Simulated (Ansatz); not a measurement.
Crystal: AgCl (Chlorargyrite).

```
CELL_PARAMETERS angstrom
0.00000 2.73500 2.73500
2.73500 0.00000 2.73500
2.73500 2.73500 0.00000
ATOMIC_POSITIONS crystal
Ag 0.00000 0.00000 0.00000
Cl 0.50000 0.50000 0.50000
```

* Program: Ansatz 0.2.0
* Task: single point
* Functional: PBE
* Potentials or basis: Ansatz PAW
* Cutoff: 420 eV (not typed: the program's choice for these potentials)
* k mesh: 8 × 8 × 8
* Occupations: fermi-dirac, width 0.05 eV
* Spin: no spin polarisation

On this cell: pressure 3.9 GPa; largest force zero by symmetry; band gap on the k mesh 0.91 eV, indirect (least direct gap 3.32 eV).

The same run follows on a disturbed copy (atoms moved at random, drawn with an rms of 0.05 Å):

```
CELL_PARAMETERS angstrom
0.00000 2.73500 2.73500
2.73500 0.00000 2.73500
2.73500 2.73500 0.00000
ATOMIC_POSITIONS crystal
Ag 0.98280 0.01129 0.99551
Cl 0.49628 0.50908 0.50356
```

Question: What does the disturbed cell give?

Answer: The energy moves by +1.8 meV/atom; pressure 4.0 GPa; largest force 0.107 eV/Å; band gap on the k mesh 0.90 eV, indirect (least direct gap 3.18 eV).

Forces in eV/Å, atoms in the order of the input:
```
Ag   0.024  0.093  0.048
Cl  -0.024 -0.093 -0.048
```

Stress tensor (GPa, compression positive):
```
 3.94 -0.02 -0.01
-0.02  4.13 -0.04
-0.01 -0.04  3.98
```

A k mesh can miss the band edges.
